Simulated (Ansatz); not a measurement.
# CrCuO2: relaxation of cell and atoms with LDA

Crystal: CrCuO2.

```
Cu Cr O
1.0
     1.48670    0.85835    5.70000
    -1.48670    0.85835    5.70000
     0.00000   -1.71669    5.70000
Cu Cr O
1 1 2
Cartesian
  0.0000 0.0000 0.0000
  0.0000 0.0000 8.5500
  0.0000 0.0000 15.2546
  0.0000 0.0000 1.8454
```

```
Program             : Ansatz 0.2.0
Task                : relaxation of cell and atoms
Functional          : LDA
Potentials or basis : Ansatz PAW
Cutoff              : 420 eV (not typed: the program's choice for these potentials)
k mesh              : 10 × 10 × 10
Occupations         : fermi-dirac, width 0.05 eV
Spin                : collinear spin, ferromagnetic start
Starting moments    : [0.6, 3.0, 0.0, 0.0] μB
```

* Relaxed volume: 10.35 Å³/atom
* Relaxed cell: a = 5.835 Å, b = 5.835 Å, c = 5.835 Å, α = 29.04°, β = 29.04°, γ = 29.04°
* Space group after relaxing (to 0.05 Å): R-3m (No. 166)
* Energy gained by relaxing: 19.2 meV/atom
* Ionic steps: 8
* Pressure after relaxing: 0.0 GPa
* Band gap on the k mesh: 0.56 eV
* Net moment: 3.00 μB per cell
* Absolute moment: 3.03 μB per cell
* Site moments: Cu +0.02; Cr +2.34; O +0.02 μB

The path:
| step | energy change (eV) | largest force (eV/Å) | volume (Å³) |
| --- | --- | --- | --- |
| 1 | 0.0000 | 0.0757 | 43.64 |
| 2 | -0.0670 | 0.0460 | 42.32 |
| 3 | -0.0863 | 0.0482 | 41.38 |
| 4 | -0.0861 | 0.0078 | 41.46 |
| 5 | -0.0860 | 0.0018 | 41.47 |
| 6 | -0.0768 | 0.0000 | 41.47 |
| 7 | -0.0774 | 0.0012 | 41.39 |
| 8 | -0.0769 | 0.0012 | 41.39 |

Final structure:
```cif
data_structure
_symmetry_space_group_name_H-M 'P 1'
_symmetry_Int_Tables_number 1
_cell_length_a 5.8346
_cell_length_b 5.8346
_cell_length_c 5.8346
_cell_angle_alpha 29.038
_cell_angle_beta 29.038
_cell_angle_gamma 29.038
_cell_volume 41.39
loop_
_atom_site_label
_atom_site_type_symbol
_atom_site_fract_x
_atom_site_fract_y
_atom_site_fract_z
_atom_site_occupancy
Cu1 Cu 0.00000 0.00000 0.00000 1
Cr1 Cr 0.50000 0.50000 0.50000 1
O1 O 0.89217 0.89217 0.89217 1
O2 O 0.10783 0.10783 0.10783 1
```

Wall time 32 s on 2 threads of Intel(R) Xeon(R) 6975P-C (Granite Rapids), with other jobs on the host, peak memory 0.54 GiB.

Caveat: the plane-wave basis is chosen anew once the cell has moved, so the energies of steps on either side of that aren't comparable; the pressure holds a Pulay correction of +0.9 GPa for the finite cutoff; only a ferromagnetic start was run, and an antiferromagnetic order may lie lower in energy; the PAW data sets come from PBE, with cores solved anew for the run's functional, which leaves a small shift of forces and pressure. LDA usually gives volumes a few per cent too small.
